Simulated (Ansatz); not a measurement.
Crystal: GaAs.

```
CELL_PARAMETERS angstrom
0.00000 2.82685 2.82685
2.82685 0.00000 2.82685
2.82685 2.82685 0.00000
ATOMIC_POSITIONS crystal
As 0.75000 0.75000 0.75000
Ga 0.00000 0.00000 0.00000
```

A run of Ansatz 0.2.0 on this cell left the log below. Logs are shortened: lines on timing, memory, paths and dates and some standing lists are left out, and cuts for length are marked.

```text
Warning: RAYON_NUM_THREADS=2 ignored (pool sized by the plan → 2); use --threads N
Engine: ansatz 0.2.0, x86_64-unknown-linux-gnu
Pseudopotentials: kind: paw
Pseudopotential: As, paw, valence charge 15, recommended cutoff 420 eV (normal), As.paw.azcp
Pseudopotential: Ga, paw, valence charge 13, recommended cutoff 420 eV (normal), Ga.paw.azcp
Functional definition: PBE
  parameter kappa = 0.804
  parameter beta = 0.06672455060314922
  exchange = pbe_x(kappa = kappa, mu = beta*pi^2/3)
  correlation = pbe_c(beta = beta)
Crystal: 2 atoms, lattice volume = 45.179 Å³
Basis set: ecut = 420 eV, 893 PW (Γ), exchange–correlation on 54×54×54 points (8 copies of the dense FFT grid, shifted against one another)
Bands: 18, of which v1, the nominal top of the filled ones, is band 14 counted from 1 (13 counted from 0)
Symmetry: 24 space group operations
Space group: F-43m (ITA 216), of the structure as read, at distance tolerance 3.6e-5 Å
k-points: 29 of 512 (time reversal used)
Non-local potential: As, projectors of the file, l = 0: 2, l = 1: 2, l = 2: 3, l = 3: 1
Non-local potential: Ga, projectors of the file, l = 0: 2, l = 1: 2, l = 2: 3, l = 3: 1
PAW form: soft (Blöchl's): semilocal exchange-correlation on the pseudo side does not see the compensation charge
PAW one-centre angular grid: As, 590 points (default); XC on 64 Gauss nodes
PAW one-centre angular grid: Ga, 590 points (default); XC on 64 Gauss nodes
Initial density: superposition of atomic densities (neutral atoms: chi_scale 0, normalization atom), corrected by the library's trained network
Initial wavefunctions: pseudopotential atomic-orbital guess
Functional: x = pbe(κ = 0.804, μ = 0.2195149727645171), c = pbe(β = 0.06672455060314922)
SCF iter   1: F=—  HF=-8639.834936 eV  |F-HF|=—  |Δ(HF+E_count)|=         —  Δρ=1.78e-3  dr2=2.37e-3  ethr=1.77e-3  ⟨swp⟩=6.1  Hψ=2459  notcnv=0
preconditioner: auto → none  [insulator: Δε(μ)=0.507 eV  Ē_g=15.490 eV  σ=0.017 eV  W_gap=1.00  n_scr=14 (ndim 8)  ℏωp=23.4 eV  f_vac=0.086  D(μ)=0.00/eV (n_scr^D=0)  ε∞_Penn≈3.3]
SCF iter   2: F=—  HF=-8639.834088 eV  |F-HF|=—  |Δ(HF+E_count)|=   8.47e-4  Δρ=8.31e-4  dr2=2.79e-4  ethr=8.47e-6  ⟨swp⟩=2.0  Hψ=1131  notcnv=0
SCF iter   3: F=—  HF=-8639.834022 eV  |F-HF|=—  |Δ(HF+E_count)|=   6.67e-5  Δρ=2.59e-4  dr2=3.54e-5  ethr=9.96e-7  ⟨swp⟩=2.0  Hψ=881  notcnv=0
SCF iter   4: F=—  HF=-8639.834044 eV  |F-HF|=—  |Δ(HF+E_count)|=   2.20e-5  Δρ=1.33e-4  dr2=1.07e-5  ethr=1.27e-7  ⟨swp⟩=2.0  Hψ=744  notcnv=0
SCF iter   5: F=—  HF=-8639.834051 eV  |F-HF|=—  |Δ(HF+E_count)|=   7.15e-6  Δρ=3.74e-5  dr2=6.78e-7  ethr=3.83e-8  ⟨swp⟩=2.0  Hψ=638  notcnv=0
SCF iter   6: F=-8639.834051 eV  HF=-8639.834051 eV  |F-HF|=3.52e-9  |Δ(HF+E_count)|=   4.93e-7  Δρ=5.76e-6  dr2=2.07e-8  ethr=3.57e-10  ⟨swp⟩=5.2  Hψ=2374  notcnv=0
SCF 1 converged in 6 iterations: F = -8639.834051 eV  dr2 = 2.07e-8
  greatest PAW one-centre occupation: 0.999 electrons in one spin orbital (limit 2), on the As atom at site 0 (counted from 0), in its partial waves of l = 2
SCF converged after 6 iterations
Free energy (F): -8639.834051 eV
Harris-Foulkes:  -8639.834051 eV  (|F-HF|=3.52e-9)
Internal energy: -8639.834051 eV  (E = F + TS)
E sigma→0 (E₀):  -8639.834051 eV
Fermi energy:    8.442196 eV
--- Per-component energies (eV) ---
  E_band       = -311.945985
  E_kinetic    = 219.488383
  E_local      = -3915.503722  (includes V_loc(G=0)·N_el)
  E_nonlocal   = -245.780641
  E_hartree    = 1973.459777
  E_xc         = -148.501266
  E_vxc        = -137.536833  (∫ρ·V_xc dr)
  E_paw        = -3824.268657  (= ΣΔE_a)
  E_vpaw       = -179.534078  (= ΣTr[D̂ρ^β])
  E_aug_tail   = -0.000138  (compensation charges beyond the density's cutoff)
  E_ewald      = -2698.727786
  E_smearing   = -0.000000  (= −TS)
  E_closure    = -0.000000  (closes the sum)
  Σ components = -8639.834051   (vs F -8639.834051, Δ=0.00e0)
--- Forces (eV/Å), atoms counted from 1 ---
  atom   1  As     0.00000000    -0.00000000     0.00000000
  atom   2  Ga    -0.00000000     0.00000000    -0.00000000
  max |Σ_I F_I| component: 2.59e-16 eV/Å
--- Stress (GPa, compression-positive) ---
        3.269533       0.000000      -0.000000
        0.000000       3.269533       0.000000
       -0.000000       0.000000       3.269533
  P = ⅓ Tr σ = 3.2695 GPa (32.695 kbar)
--- Band table (eV; the first three rows and the last of 29) ---
  k-point 0: bands = ["-26.9504", "-26.9504", "-26.9504", "-26.9407", "-26.9407", "-6.5990", "-6.5990", "-6.5990", "-6.5200", "-6.5200", "-4.5435", "8.1841", "8.1841", "8.1841", "8.6996", "11.9233", "11.9233", "11.9233"]
  k-point 1: bands = ["-26.9504", "-26.9503", "-26.9503", "-26.9406", "-26.9406", "-6.6128", "-6.5954", "-6.5954", "-6.5202", "-6.5202", "-4.3607", "6.2225", "7.9485", "7.9485", "9.7759", "12.2707", "12.2707", "12.3830"]
  k-point 2: bands = ["-26.9503", "-26.9500", "-26.9500", "-26.9406", "-26.9406", "-6.6429", "-6.5876", "-6.5876", "-6.5198", "-6.5198", "-3.8508", "4.0492", "7.5071", "7.5071", "9.6371", "12.7887", "12.7887", "14.1408"]
  k-point 28: bands = ["-26.9501", "-26.9497", "-26.9486", "-26.9408", "-26.9401", "-6.6993", "-6.5672", "-6.5546", "-6.5307", "-6.5164", "-1.9853", "1.5602", "4.6533", "4.8464", "12.8072", "12.9081", "13.5996", "14.2334"]
```

Q: What input gives this log?

A: Single point with PBE, no spin polarisation. The files as run (others can give the same):

input.yaml
```yaml
crystal:
  lattice:
    - [0.0, 2.82685, 2.82685]
    - [2.82685, 0.0, 2.82685]
    - [2.82685, 2.82685, 0.0]
  atoms:
    - { symbol: As, position: [0.75, 0.75, 0.75] }
    - { symbol: Ga, position: [0.0, 0.0, 0.0] }
hamiltonian:
  xc: pbe
  pseudopotentials: { kind: paw }
kpoints:
  mp_grid: { grid: [8, 8, 8] }
scf:
  occupations: { method: gaussian, width: 0.017 }
output:
  forces: true
  stress: true
  eigenvalues: true
```

Potentials or basis: Ansatz PAW.
The run is started by
```bash
$ ansatz run input.yaml --threads 2 --pin off --max-ram 5632MiB --backend cpu --events-out ev --progress --plain --runs-dir out
```
